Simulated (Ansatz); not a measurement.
# C: one candidate of a structure search, part 2 of 2

The task: take a trial cell of C to zero force and stress.

Ansatz 0.2.0; DFT PBE, scalar-relativistic, plane waves, PAW. The steps go on from the part before.

## (4) Full relaxation

The end of the coarse run is made exact in the group found at a tolerance of 0.06 Å and reduced to its primitive cell.

The input, input.yaml:

```yaml
crystal:
  lattice:
    - [3.1058927673, 0.0, 0.0]
    - [0.0, 3.1058927673, 0.0]
    - [0.0, 0.0, 2.4521802582]
  atoms:
    - { symbol: C, position: [0.5, 0.1458164245, 0.5] }
    - { symbol: C, position: [0.5, 0.8541835755, 0.0] }
    - { symbol: C, position: [0.8541835755, 0.5, 0.25] }
    - { symbol: C, position: [0.1458164245, 0.5, 0.75] }
basis:
  ecutwfc: 420
kpoints:
  mp_grid: { grid: [10, 10, 12] }
hamiltonian:
  xc: pbe
scf:
  occupations: { method: gaussian, width: 0.02 }
output:
  forces: true
  stress: true
  eigenvalues: true
relax:
  adjacent_minimum: "off"
  f_tol: 0.01
  max_steps: 80
  cell: { stress_tol: 0.05 }
```

The run is started by

```sh
> ansatz run input.yaml --threads 1 --pin off --max-ram 2560MiB --backend cpu --events-out ev --progress --plain --runs-dir out
```

Standard output, cut to the lines that bear on the results:

```text
Warning: RAYON_NUM_THREADS=1 ignored (pool sized by the plan → 1); use --threads N
[...]
Pseudopotentials: kind: paw
Pseudopotential: C, paw, valence charge 4, recommended cutoff 420 eV (normal), C.paw.azcp
Functional definition: PBE
[...]
Crystal: 4 atoms, lattice volume = 23.655 Å³
Basis set: ecut = 420 eV, 473 PW (Γ), exchange–correlation on 48×48×36 points (8 copies of the dense FFT grid, shifted against one another)
Bands: 12, of which v1, the nominal top of the filled ones, is band 8 counted from 1 (7 counted from 0)
Symmetry: 8 space group operations
Space group: P4322 (ITA 95), of the structure as read, at distance tolerance 2.9e-5 Å
k-points: 147 of 1200 (time reversal used)
[...]
SCF iter   1: F=—  HF=-998.846970 eV  |F-HF|=—  |Δ(HF+E_count)|=         —  Δρ=1.15e-2  dr2=1.34e-2  ethr=1.77e-3  ⟨swp⟩=5.9  Hψ=9999  notcnv=0
[...]
--- Stress (GPa, compression-positive) ---
       -0.006745       0.000000       0.000000
        0.000000      -0.006745       0.000000
        0.000000       0.000000       0.018644
  P = ⅓ Tr σ = 0.0017 GPa (0.017 kbar)
--- Band table (eV; the first three rows and the last of 147) ---
  k-point 0: bands = ["-8.5320", "0.7023", "3.4943", "3.4943", "6.7984", "9.1726", "9.1726", "13.1454", "17.1437", "17.1437", "20.8406", "22.2352"]
[...]
--- Relaxed structure (2 steps of the walk, 2 accepted, 1 SCFs on fresh bases) ---
  F+E_penalty+E_count = -998.84444358 eV   max|allowed force component| = 8.017e-3 eV/Å   (the final SCF, on the basis selected at the relaxed cell)
  cell:  # Å, volume = 23.6563 Å³
    - [3.1062747722757282, 0.0, 0.0]
    - [0.0, 3.1062747722757282, -2.0837798823182553e-34]
    - [0.0, -1.6451964934697908e-34, 2.4517015728252263]
  atoms:
    - { symbol: C, position: [0.5, 0.14581911717516463, 0.5] }
    - { symbol: C, position: [0.5, 0.8541808828248355, -1.0691058840368783e-50] }
    - { symbol: C, position: [0.8541808828248355, 0.5, 0.25] }
    - { symbol: C, position: [0.14581911717516463, 0.5, 0.75] }
```

Wall time 16 s (1 thread of Arm Neoverse V1, shared host); peak memory 0.33 GiB.

Step by step:

```csv
step,energy from step 1 (eV/cell),largest force component (eV/Å),pressure (GPa),volume (Å³)
1,0.0000,0.0065,-0.01,23.66
2,0.0000,0.0080,0.00,23.66
3,0.0000,0.0080,0.00,23.66
```

Step 1 is the start. Step 3 repeats the geometry before it on a plane-wave basis chosen anew for that cell, so its energy need not be comparable with the rows above.

|  | before | after | change |
| --- | --- | --- | --- |
| a (Å) | 3.106 | 3.106 | 0.0 % |
| b (Å) | 3.106 | 3.106 | 0.0 % |
| c (Å) | 2.452 | 2.452 | 0.0 % |
| volume (Å³/atom) | 5.91 | 5.91 | 0.0 % |
| shortest distance (Å) | 1.524 | 1.524 | 0.0 % |
| space group (0.01 Å) | P4_322 | P4_322 | same |

The run keeps the 8 symmetry operations of the start, so it could not have lowered the symmetry.

## (5) Changed: ecutrho_ratio 6, dispersion d4, occupations.method tetrahedron, width left out

Changes to input.yaml since step 4:

```diff
@@ -12,2 +12,3 @@
   ecutwfc: 420
+  ecutrho_ratio: 6
 kpoints:
@@ -16,8 +17,9 @@
   xc: pbe
+  dispersion: d4
 scf:
-  occupations: { method: gaussian, width: 0.02 }
+  occupations: { method: tetrahedron }
 output:
   forces: true
+  eigenvalues: true
   stress: true
-  eigenvalues: true
 relax:
```

The run is started by

```sh
> ansatz run input.yaml --threads 1 --pin off --max-ram 2560MiB --backend cpu --events-out ev --progress --plain --runs-dir out
```

Standard output:

```text
Warning: relax: with tetrahedron occupations the Hellmann–Feynman forces and the energy need not agree along the walk (scf.occupations.method in the input reference, under Limitations); prefer a smearing scheme for the relaxation and re-run the relaxed geometry with tetrahedron occupations for the final energies/DOS
Warning: output.forces, output.stress, relax.cell or npt_langevin: where a Kohn–Sham band that disperses or a degenerate level is filled in part under the method tetrahedron, the forces or the stress that this run publishes need not agree with its energy (scf.occupations.method in the input reference, under Limitations); prefer a smearing scheme for the forces or the stress
Warning: RAYON_NUM_THREADS=1 ignored (pool sized by the plan → 1); use --threads N
Engine: ansatz 0.2.0, aarch64-unknown-linux-gnu
Pseudopotentials: kind: paw
Pseudopotential: C, paw, valence charge 4, recommended cutoff 420 eV (normal), C.paw.azcp
Functional definition: PBE
  parameter kappa = 0.804
  parameter beta = 0.06672455060314922
  exchange = pbe_x(kappa = kappa, mu = beta*pi^2/3)
  correlation = pbe_c(beta = beta)
Crystal: 4 atoms, lattice volume = 23.655 Å³
Basis set: ecut = 420 eV, 473 PW (Γ), exchange–correlation on 54×54×48 points (8 copies of the dense FFT grid, shifted against one another)
Bands: 12, of which v1, the nominal top of the filled ones, is band 8 counted from 1 (7 counted from 0)
Symmetry: 8 space group operations
Space group: P4322 (ITA 95), of the structure as read, at distance tolerance 2.9e-5 Å
k-points: 147 of 1200 (time reversal used)
Non-local potential: C, projectors of the file, l = 0: 2, l = 1: 2, l = 2: 1
PAW form: soft (Blöchl's): semilocal exchange-correlation on the pseudo side does not see the compensation charge
PAW one-centre angular grid: C, 110 points (default); XC on 64 Gauss nodes
Initial density: superposition of atomic densities (neutral atoms: chi_scale 0, normalization atom), corrected by the library's trained network
Initial wavefunctions: pseudopotential atomic-orbital guess
Functional: x = pbe(κ = 0.804, μ = 0.2195149727645171), c = pbe(β = 0.06672455060314922)
SCF iter   1: F=—  HF=-999.667650 eV  |F-HF|=—  |Δ(HF+E_count)|=         —  Δρ=1.16e-2  dr2=1.34e-2  ethr=1.77e-3  ⟨swp⟩=5.9  Hψ=9868  notcnv=0
preconditioner: auto → none  [insulator: Δε(μ)=1.082 eV  Ē_g=14.876 eV  n_scr=4 (ndim 8)  ℏωp=30.5 eV  f_vac=0.000  ε∞_Penn≈5.2]
SCF iter   2: F=—  HF=-999.665232 eV  |F-HF|=—  |Δ(HF+E_count)|=   2.42e-3  Δρ=5.31e-3  dr2=2.51e-3  ethr=8.36e-5  ⟨swp⟩=2.2  Hψ=3673  notcnv=0
SCF iter   3: F=—  HF=-999.665118 eV  |F-HF|=—  |Δ(HF+E_count)|=   1.13e-4  Δρ=5.32e-4  dr2=3.36e-5  ethr=1.57e-5  ⟨swp⟩=3.0  Hψ=3529  notcnv=0
SCF iter   4: F=—  HF=-999.665111 eV  |F-HF|=—  |Δ(HF+E_count)|=   7.32e-6  Δρ=1.40e-4  dr2=1.37e-6  ethr=2.10e-7  ⟨swp⟩=2.6  Hψ=3373  notcnv=0
SCF iter   5: F=—  HF=-999.665111 eV  |F-HF|=—  |Δ(HF+E_count)|=   5.16e-7  Δρ=1.39e-5  dr2=2.13e-8  ethr=8.58e-9  ⟨swp⟩=2.6  Hψ=3459  notcnv=0
SCF iter   6: F=—  HF=-999.665111 eV  |F-HF|=—  |Δ(HF+E_count)|=   8.88e-9  Δρ=2.32e-6  dr2=5.77e-10  ethr=1.33e-10  ⟨swp⟩=2.2  Hψ=3470  notcnv=0
SCF iter   7: F=-999.665111 eV  HF=-999.665111 eV  |F-HF|=4.32e-12  |Δ(HF+E_count)|=  5.11e-10  Δρ=2.22e-7  dr2=9.29e-12  ethr=1.00e-12  ⟨swp⟩=5.0  Hψ=6569  notcnv=0
SCF 1 converged in 7 iterations: F = -999.665111 eV  dr2 = 9.29e-12
relax step   1: F+E_penalty+E_count = -999.66511141 eV  Δ(F+E_penalty+E_count) = +0.000e0 eV  max|allowed force component| = 1.099e-2 eV/Å  Δτ_max = 0.0000 Å  P = -4.974 GPa  Ω = 23.655 Å³  (7 SCF iters, accepted)
Crystal: 4 atoms, lattice volume = 23.471 Å³
Initial density: handed on by an earlier stage of this run
Initial wavefunctions: those handed on with the density
iter 1 solved again at ethr=3.90e-6 eV; its pass at ethr=3.10e-3 eV (dr2=6.23e-4 eV) is discarded
SCF iter   1: F=—  HF=-999.670438 eV  |F-HF|=—  |Δ(HF+E_count)|=         —  Δρ=1.71e-3  dr2=5.73e-4  ethr=3.90e-6  ⟨swp⟩=1.9  Hψ=13285  notcnv=0
preconditioner: auto → none  [insulator: Δε(μ)=1.051 eV  Ē_g=14.970 eV  n_scr=4 (ndim 8)  ℏωp=30.7 eV  f_vac=0.000  ε∞_Penn≈5.2]
SCF iter   2: F=—  HF=-999.670266 eV  |F-HF|=—  |Δ(HF+E_count)|=   1.72e-4  Δρ=6.28e-4  dr2=7.46e-5  ethr=3.58e-6  ⟨swp⟩=3.0  Hψ=3516  notcnv=0
SCF iter   3: F=—  HF=-999.670245 eV  |F-HF|=—  |Δ(HF+E_count)|=   2.12e-5  Δρ=6.60e-5  dr2=4.04e-7  ethr=4.66e-7  ⟨swp⟩=3.0  Hψ=3531  notcnv=0
SCF iter   4: F=—  HF=-999.670245 eV  |F-HF|=—  |Δ(HF+E_count)|=   4.77e-7  Δρ=5.13e-6  dr2=5.02e-9  ethr=2.53e-9  ⟨swp⟩=2.9  Hψ=3459  notcnv=0
SCF iter   5: F=—  HF=-999.670245 eV  |F-HF|=—  |Δ(HF+E_count)|=  8.19e-10  Δρ=1.19e-6  dr2=1.82e-10  ethr=3.14e-11  ⟨swp⟩=2.1  Hψ=3367  notcnv=0
SCF iter   6: F=-999.670245 eV  HF=-999.670245 eV  |F-HF|=8.30e-12  |Δ(HF+E_count)|=  1.43e-10  Δρ=2.83e-7  dr2=5.44e-12  ethr=1.00e-12  ⟨swp⟩=4.8  Hψ=6077  notcnv=0
SCF 2 converged in 6 iterations: F = -999.670245 eV  dr2 = 5.44e-12
relax step   2: F+E_penalty+E_count = -999.67024501 eV  Δ(F+E_penalty+E_count) = -5.134e-3 eV  max|allowed force component| = 2.167e-2 eV/Å  Δτ_max = 0.0000 Å  P = -2.052 GPa  Ω = 23.471 Å³  energy of the carried Pulay correction = +1.138e-3 eV  (6 SCF iters, accepted)
Crystal: 4 atoms, lattice volume = 23.343 Å³
iter 1 solved again at ethr=2.09e-6 eV; its pass at ethr=3.10e-3 eV (dr2=3.34e-4 eV) is discarded
SCF iter   1: F=—  HF=-999.671957 eV  |F-HF|=—  |Δ(HF+E_count)|=         —  Δρ=1.26e-3  dr2=3.08e-4  ethr=2.09e-6  ⟨swp⟩=2.0  Hψ=13252  notcnv=0
preconditioner: auto → none  [insulator: Δε(μ)=1.037 eV  Ē_g=15.031 eV  n_scr=4 (ndim 8)  ℏωp=30.7 eV  f_vac=0.000  ε∞_Penn≈5.2]
SCF iter   2: F=—  HF=-999.671864 eV  |F-HF|=—  |Δ(HF+E_count)|=   9.36e-5  Δρ=4.59e-4  dr2=3.95e-5  ethr=1.93e-6  ⟨swp⟩=3.0  Hψ=3505  notcnv=0
SCF iter   3: F=—  HF=-999.671850 eV  |F-HF|=—  |Δ(HF+E_count)|=   1.38e-5  Δρ=4.83e-5  dr2=2.21e-7  ethr=2.47e-7  ⟨swp⟩=3.0  Hψ=3530  notcnv=0
SCF iter   4: F=—  HF=-999.671850 eV  |F-HF|=—  |Δ(HF+E_count)|=   1.45e-7  Δρ=6.68e-6  dr2=8.42e-9  ethr=1.38e-9  ⟨swp⟩=3.0  Hψ=3498  notcnv=0
SCF iter   5: F=—  HF=-999.671850 eV  |F-HF|=—  |Δ(HF+E_count)|=   1.01e-9  Δρ=1.07e-6  dr2=1.12e-10  ethr=5.26e-11  ⟨swp⟩=2.1  Hψ=3306  notcnv=0
SCF iter   6: F=-999.671850 eV  HF=-999.671850 eV  |F-HF|=1.59e-12  |Δ(HF+E_count)|=  1.36e-10  Δρ=1.72e-7  dr2=2.51e-12  ethr=1.00e-12  ⟨swp⟩=4.7  Hψ=6008  notcnv=0
SCF 3 converged in 6 iterations: F = -999.671850 eV  dr2 = 2.51e-12
relax step   3: F+E_penalty+E_count = -999.67184967 eV  Δ(F+E_penalty+E_count) = -1.605e-3 eV  max|allowed force component| = 1.210e-2 eV/Å  Δτ_max = 0.0006 Å  P = +0.127 GPa  Ω = 23.343 Å³  energy of the carried Pulay correction = +1.933e-3 eV  (6 SCF iters, accepted)
Crystal: 4 atoms, lattice volume = 23.341 Å³
iter 1 solved again at ethr=1.83e-8 eV; its pass at ethr=3.10e-3 eV (dr2=2.92e-6 eV) is discarded
SCF iter   1: F=—  HF=-999.671886 eV  |F-HF|=—  |Δ(HF+E_count)|=         —  Δρ=1.68e-4  dr2=3.29e-6  ethr=1.83e-8  ⟨swp⟩=3.1  Hψ=15027  notcnv=0
preconditioner: auto → none  [insulator: Δε(μ)=1.030 eV  Ē_g=15.031 eV  n_scr=4 (ndim 8)  ℏωp=30.7 eV  f_vac=0.000  ε∞_Penn≈5.2]
SCF iter   2: F=—  HF=-999.671880 eV  |F-HF|=—  |Δ(HF+E_count)|=   5.22e-6  Δρ=6.95e-5  dr2=4.20e-7  ethr=1.83e-8  ⟨swp⟩=3.0  Hψ=3469  notcnv=0
SCF iter   3: F=—  HF=-999.671881 eV  |F-HF|=—  |Δ(HF+E_count)|=   2.39e-7  Δρ=1.02e-5  dr2=6.07e-9  ethr=2.62e-9  ⟨swp⟩=2.8  Hψ=3493  notcnv=0
SCF iter   4: F=—  HF=-999.671881 eV  |F-HF|=—  |Δ(HF+E_count)|=   3.71e-9  Δρ=2.23e-6  dr2=2.84e-10  ethr=3.80e-11  ⟨swp⟩=3.0  Hψ=3483  notcnv=0  defer=1
SCF iter   5: F=-999.671881 eV  HF=-999.671881 eV  |F-HF|=1.14e-12  |Δ(HF+E_count)|=  2.49e-10  Δρ=1.17e-7  dr2=1.23e-12  ethr=1.00e-12  ⟨swp⟩=4.8  Hψ=6012  notcnv=0
SCF 4 converged in 5 iterations: F = -999.671881 eV  dr2 = 1.23e-12
relax step   4: F+E_penalty+E_count = -999.67188054 eV  Δ(F+E_penalty+E_count) = -3.087e-5 eV  max|allowed force component| = 1.221e-2 eV/Å  Δτ_max = 0.0000 Å  P = +0.043 GPa  Ω = 23.341 Å³  energy of the carried Pulay correction = +1.940e-3 eV  (5 SCF iters, accepted)
Crystal: 4 atoms, lattice volume = 23.344 Å³
iter 1 solved again at ethr=1.19e-9 eV; its pass at ethr=3.10e-3 eV (dr2=1.90e-7 eV) is discarded
SCF iter   1: F=—  HF=-999.671875 eV  |F-HF|=—  |Δ(HF+E_count)|=         —  Δρ=3.72e-5  dr2=1.88e-7  ethr=1.19e-9  ⟨swp⟩=3.1  Hψ=14743  notcnv=0  defer=1
preconditioner: auto → none  [insulator: Δε(μ)=1.030 eV  Ē_g=15.030 eV  n_scr=4 (ndim 8)  ℏωp=30.7 eV  f_vac=0.000  ε∞_Penn≈5.2]
SCF iter   2: F=—  HF=-999.671870 eV  |F-HF|=—  |Δ(HF+E_count)|=   4.90e-6  Δρ=1.46e-5  dr2=2.11e-8  ethr=1.18e-9  ⟨swp⟩=3.0  Hψ=3440  notcnv=0
SCF iter   3: F=—  HF=-999.671870 eV  |F-HF|=—  |Δ(HF+E_count)|=   1.77e-9  Δρ=3.10e-6  dr2=5.80e-10  ethr=1.32e-10  ⟨swp⟩=3.0  Hψ=3523  notcnv=0  defer=1
SCF iter   4: F=-999.671870 eV  HF=-999.671870 eV  |F-HF|=1.63e-11  |Δ(HF+E_count)|=  4.50e-10  Δρ=5.28e-7  dr2=1.82e-11  ethr=1.00e-12  ⟨swp⟩=4.9  Hψ=6133  notcnv=0
SCF 5 converged in 4 iterations: F = -999.671870 eV  dr2 = 1.82e-11
relax step   5: F+E_penalty+E_count = -999.67187041 eV  Δ(F+E_penalty+E_count) = +1.014e-5 eV  max|allowed force component| = 6.188e-3 eV/Å  Δτ_max = 0.0001 Å  P = +0.007 GPa  Ω = 23.344 Å³  energy of the carried Pulay correction = +1.923e-3 eV  (4 SCF iters, accepted)
Initial wavefunctions: pseudopotential atomic-orbital guess (no wavefunctions were taken with the density)
iter 1 solved again at ethr=8.53e-8 eV; its pass at ethr=3.10e-3 eV (dr2=1.36e-5 eV) is discarded
SCF iter   1: F=—  HF=-999.670083 eV  |F-HF|=—  |Δ(HF+E_count)|=         —  Δρ=1.09e-4  dr2=3.94e-7  ethr=8.53e-8  ⟨swp⟩=3.6  Hψ=15977  notcnv=0
SCF iter   2: F=—  HF=-999.670078 eV  |F-HF|=—  |Δ(HF+E_count)|=   4.95e-6  Δρ=5.44e-5  dr2=8.76e-8  ethr=2.46e-9  ⟨swp⟩=3.0  Hψ=3492  notcnv=0
SCF iter   3: F=—  HF=-999.670079 eV  |F-HF|=—  |Δ(HF+E_count)|=   1.99e-7  Δρ=3.41e-6  dr2=3.52e-10  ethr=5.47e-10  ⟨swp⟩=2.6  Hψ=3475  notcnv=0
SCF iter   4: F=-999.670079 eV  HF=-999.670079 eV  |F-HF|=3.41e-12  |Δ(HF+E_count)|=   1.03e-9  Δρ=2.66e-7  dr2=5.69e-12  ethr=1.00e-12  ⟨swp⟩=4.9  Hψ=6393  notcnv=0
SCF 6 converged in 4 iterations: F = -999.670079 eV  dr2 = 5.69e-12
relax step   6: F+E_penalty+E_count = -999.67007869 eV  Δ(F+E_penalty+E_count) = +1.792e-3 eV  max|allowed force component| = 5.811e-3 eV/Å  Δτ_max = 0.0000 Å  P = -0.119 GPa  Ω = 23.344 Å³  stress off target by 1.53e-1 GPa  SCF on the basis re-selected at this cell (its energy is not comparable with the rows above)  (4 SCF iters)
basis re-selected at this cell: Δ(F+E_penalty+E_count) = +1.792e-3 eV, ΔP = -0.127 GPa vs the last step (what re-selecting the basis moved, of the pressure what is left beyond the Pulay correction that the steps carried, after the strain that the cell walked since its last selection, with what the two solves' SCF thresholds leave and, on support functions, any second-order correction that the steps lacked; it is no measure of the basis error at this ecutwfc). This SCF's stress stands 1.53e-1 GPa from its target on what of the cell is left free (relax.cell.stress_tol is 5.00e-2 GPa) and its largest allowed force component is 5.81e-3 eV/Å (relax.f_tol is 1.00e-2 eV/Å): not within both, so this SCF does not close the relaxation
Crystal: 4 atoms, lattice volume = 23.336 Å³
iter 1 solved again at ethr=8.52e-9 eV; its pass at ethr=3.10e-3 eV (dr2=1.36e-6 eV) is discarded
SCF iter   1: F=—  HF=-999.670136 eV  |F-HF|=—  |Δ(HF+E_count)|=         —  Δρ=8.74e-5  dr2=1.29e-6  ethr=8.52e-9  ⟨swp⟩=2.2  Hψ=13502  notcnv=0  defer=1
preconditioner: auto → none  [insulator: Δε(μ)=1.029 eV  Ē_g=15.034 eV  n_scr=4 (ndim 8)  ℏωp=30.7 eV  f_vac=0.000  ε∞_Penn≈5.2]
SCF iter   2: F=—  HF=-999.670131 eV  |F-HF|=—  |Δ(HF+E_count)|=   5.16e-6  Δρ=3.40e-5  dr2=1.63e-7  ethr=8.08e-9  ⟨swp⟩=3.0  Hψ=3463  notcnv=0
SCF iter   3: F=—  HF=-999.670131 eV  |F-HF|=—  |Δ(HF+E_count)|=   2.54e-8  Δρ=5.22e-6  dr2=2.65e-9  ethr=1.02e-9  ⟨swp⟩=3.0  Hψ=3528  notcnv=0
SCF iter   4: F=—  HF=-999.670131 eV  |F-HF|=—  |Δ(HF+E_count)|=  6.40e-10  Δρ=1.01e-6  dr2=8.44e-11  ethr=1.66e-11  ⟨swp⟩=3.0  Hψ=3305  notcnv=0  defer=1
SCF iter   5: F=-999.670131 eV  HF=-999.670131 eV  |F-HF|=7.96e-13  |Δ(HF+E_count)|=  5.23e-11  Δρ=8.03e-8  dr2=5.24e-13  ethr=1.00e-12  ⟨swp⟩=4.1  Hψ=5889  notcnv=0
SCF 7 converged in 5 iterations: F = -999.670131 eV  dr2 = 5.24e-13
relax step   7: F+E_penalty+E_count = -999.67013082 eV  Δ(F+E_penalty+E_count) = -5.213e-5 eV  max|allowed force component| = 3.906e-5 eV/Å  Δτ_max = 0.0001 Å  P = -0.002 GPa  Ω = 23.336 Å³  energy of the carried Pulay correction = +4.756e-5 eV  (5 SCF iters, accepted)
iter 1 solved again at ethr=7.88e-8 eV; its pass at ethr=3.10e-3 eV (dr2=1.26e-5 eV) is discarded
SCF iter   1: F=—  HF=-999.670100 eV  |F-HF|=—  |Δ(HF+E_count)|=         —  Δρ=2.72e-6  dr2=2.61e-10  ethr=7.88e-8  ⟨swp⟩=3.6  Hψ=16013  notcnv=0
eigensolver tolerance schedule: the retry pair's looser diagonalisation over-reported the residual by 48291.72 of it (diagonalisation noise at an unbounded share of the residual, at the tolerance the schedule requests for it); recorded, not acted on — ethr = c·dr2/N_el stays at c = 1.0e-1
SCF iter   2: F=—  HF=-999.670094 eV  |F-HF|=—  |Δ(HF+E_count)|=   5.48e-6  Δρ=1.29e-6  dr2=5.33e-11  ethr=1.63e-12  ⟨swp⟩=3.7  Hψ=5431  notcnv=0
SCF iter   3: F=-999.670094 eV  HF=-999.670094 eV  |F-HF|=1.59e-11  |Δ(HF+E_count)|=  1.14e-10  Δρ=4.38e-7  dr2=5.74e-12  ethr=1.00e-12  ⟨swp⟩=4.0  Hψ=5789  notcnv=0
SCF 8 converged in 3 iterations: F = -999.670094 eV  dr2 = 5.74e-12
relax step   8: F+E_penalty+E_count = -999.67009416 eV  Δ(F+E_penalty+E_count) = +3.667e-5 eV  max|allowed force component| = 2.377e-5 eV/Å  Δτ_max = 0.0000 Å  P = -0.003 GPa  Ω = 23.336 Å³  stress off target by 3.44e-3 GPa  SCF on the basis re-selected at this cell (its energy is not comparable with the rows above)  (3 SCF iters)
basis re-selected at this cell: Δ(F+E_penalty+E_count) = +3.667e-5 eV, ΔP = -0.001 GPa vs the last step (what re-selecting the basis moved, of the pressure what is left beyond the Pulay correction that the steps carried, after the strain that the cell walked since its last selection, with what the two solves' SCF thresholds leave and, on support functions, any second-order correction that the steps lacked; it is no measure of the basis error at this ecutwfc). This SCF's stress stands 3.44e-3 GPa from its target on what of the cell is left free (relax.cell.stress_tol is 5.00e-2 GPa) and its largest allowed force component is 2.38e-5 eV/Å (relax.f_tol is 1.00e-2 eV/Å): within both
SCF converged after 3 iterations
Stability not checked: this state was not tested for a lower state beside it, because cold or Methfessel-Paxton smearing, or corrected tetrahedra, fill the levels in a way that the test cannot read (fill_not_monotonic; see scf.lower_state_search)
Free energy (F): -999.670094 eV
Harris-Foulkes:  -999.670094 eV  (|F-HF|=1.59e-11)
Internal energy: -999.670094 eV  (E = F + TS)
E sigma→0 (E₀):  -999.670094 eV
Fermi energy:    13.888964 eV
--- Per-component energies (eV) ---
  E_band       = 68.081685
  E_kinetic    = 362.946762
  E_local      = -246.602328  (includes V_loc(G=0)·N_el)
  E_nonlocal   = 107.119512
  E_hartree    = 54.968803
  E_xc         = -193.372293
  E_vxc        = -239.995154  (∫ρ·V_xc dr)
  E_paw        = -395.848805  (= ΣΔE_a)
  E_vpaw       = -25.324715  (= ΣTr[D̂ρ^β])
  E_aug_tail   = 0.000003  (compensation charges beyond the density's cutoff)
  E_ewald      = -688.051124
  E_disp       = -0.830625  (pairwise vdW)
  E_smearing   = -0.000000  (= −TS)
  E_closure    = 0.000000  (closes the sum)
  Σ components = -999.670094   (vs F -999.670094, Δ=0.00e0)
--- Forces (eV/Å), atoms counted from 1 ---
  atom   1  C      0.00000000     0.00002377     0.00000000
  atom   2  C      0.00000000    -0.00002377    -0.00000000
  atom   3  C     -0.00002377     0.00000000    -0.00000000
  atom   4  C      0.00002377     0.00000000     0.00000000
  max |Σ_I F_I| component: 6.38e-16 eV/Å
--- Stress (GPa, compression-positive) ---
       -0.003444      -0.000000      -0.000000
       -0.000000      -0.003444       0.000000
       -0.000000       0.000000      -0.003394
  P = ⅓ Tr σ = -0.0034 GPa (-0.034 kbar)
--- Band table (eV; the first three rows and the last of 147) ---
  k-point 0: bands = ["-8.4724", "0.9259", "3.6457", "3.6457", "6.9470", "9.3529", "9.3529", "13.3608", "17.4810", "17.4810", "21.1206", "22.5255"]
  k-point 1: bands = ["-8.3347", "1.0311", "3.5694", "3.8358", "7.0510", "7.6218", "10.3587", "13.2545", "17.2078", "17.9143", "20.2420", "22.4891"]
  k-point 2: bands = ["-7.9223", "1.3451", "3.2231", "4.2096", "6.0726", "7.3422", "10.2378", "12.8879", "17.0094", "18.4157", "18.6787", "22.2825"]
  k-point 146: bands = ["0.7403", "0.7403", "1.0458", "1.0458", "2.2905", "2.2905", "8.0744", "8.0744", "20.9398", "20.9398", "21.0727", "21.0727"]
--- Relaxed structure (6 steps of the walk, 6 accepted, 2 SCFs on fresh bases) ---
  F+E_penalty+E_count = -999.67009416 eV   max|allowed force component| = 2.377e-5 eV/Å   (the final SCF, on the basis selected at the relaxed cell)
  cell:  # Å, volume = 23.3364 Å³
    - [3.0900119447553833, 0.0, 0.0]
    - [0.0, 3.0900119447553833, -2.9303154595100468e-33]
    - [0.0, -2.3135575689418934e-33, 2.4440664466668243]
  atoms:
    - { symbol: C, position: [0.5, 0.14609331590665126, 0.5000000000000001] }
    - { symbol: C, position: [0.5, 0.8539066840933489, 1.4726154953946057e-35] }
    - { symbol: C, position: [0.8539066840933489, 0.5, 0.25000000000000006] }
    - { symbol: C, position: [0.14609331590665126, 0.5, 0.7500000000000001] }
```

Run time: 47 s. Hardware: 1 thread of Arm Neoverse V1, shared host; peak memory 0.33 GiB.

```csv
run,ending,energy change,pressure (GPa),gap (eV),force (eV/Å),cycles,time
step 4,converged,0,0.0,1.06,0.01,-,16 s
variant,converged,-206.4 meV/atom (σ→0) (offset of the dispersion model),0.0,1.03,0.00,40,47 s
```

Changing the numerical grids, dispersion term and smearing moves the energy by -206.4 meV/atom (σ→0 values), and the gap on the mesh goes from 1.06 to 1.03 eV and the final volume goes from 23.66 to 23.34 Å³. Cost: 47 s against 16 s.

## (6) Results

What follows sums up all 2 parts. Changes of volume or cell count from the first structure of part 1.

| quantity | value |
| --- | --- |
| symmetry at the end (tolerance 0.02 Å) | space group P4_322 (No. 95) |
| conventional cell | a = 3.106 Å, b = 3.106 Å, c = 2.452 Å, α = 90.00°, β = 90.00°, γ = 90.00° |
| volume | 5.91 Å³/atom |
| energy over the standard state | +1.23 eV/atom |
| gap on the mesh | 1.06 eV |

The symmetry goes from space group C222_1 (No. 20) to space group P4_322 (No. 95), and the volume per atom grows by 18.0 % from the first guess. It lies above the element's standard state, so it is metastable at best. No finished test with a distortion of lower symmetry is shown, so the end may be a saddle point.
